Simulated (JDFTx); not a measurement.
Cd, 2 atoms in the cell. Symmetry: P6_3/mmc, No. 194, hexagonal system. Conventional cell: a = 2.979 Å, b = 2.979 Å, c = 5.618 Å, α = 90.00°, β = 90.00°, γ = 120.00°. Cd (site symmetry -6m2) has 12 Cd at 2.98 to 3.29 Å as nearest neighbours. 

| Item | Value |
| --- | --- |
| Program | JDFTx 1.7.0 (patched build) |
| Task | single point |
| Functional | PBE |
| Potentials or basis | PseudoDojo-FR-PBE-0.4-standard with smoothed tails |
| Cutoff | 1415 eV |
| Density cutoff | 11320 eV |
| k mesh | 5 × 5 × 2 |
| Occupations | fermi-dirac, width 0.05 eV |
| Spin | spin-orbit coupling, no magnetisation |
| Local potential set to -Z/r beyond | 6 bohr |
| Bands | 56 |
| Density cutoff over wavefunction cutoff | 8 |
| Max SCF steps | 100 |
| SCF threshold on the energy | 1e-08 Ha |
| Solver of the electrons | scf |
| Further solve for the empty bands | yes |

Potentials or basis: PseudoDojo-FR-PBE-0.4-standard with smoothed tails.

Run with:

```bash
$ jdftx -c 1 -i Cd.in -o Cd.out
```

Hardware: 1 thread of Intel(R) Xeon(R) Platinum 8488C (Sapphire Rapids), on a shared host.

**Question.** How long does it take, and how much memory?

**Answer.** Wall time 2.6 min on 1 thread of Intel(R) Xeon(R) Platinum 8488C (Sapphire Rapids), with other jobs on the host, peak memory 0.29 GiB. Counts: scf iterations 12, bands 56, k points 10, plane waves 5216.
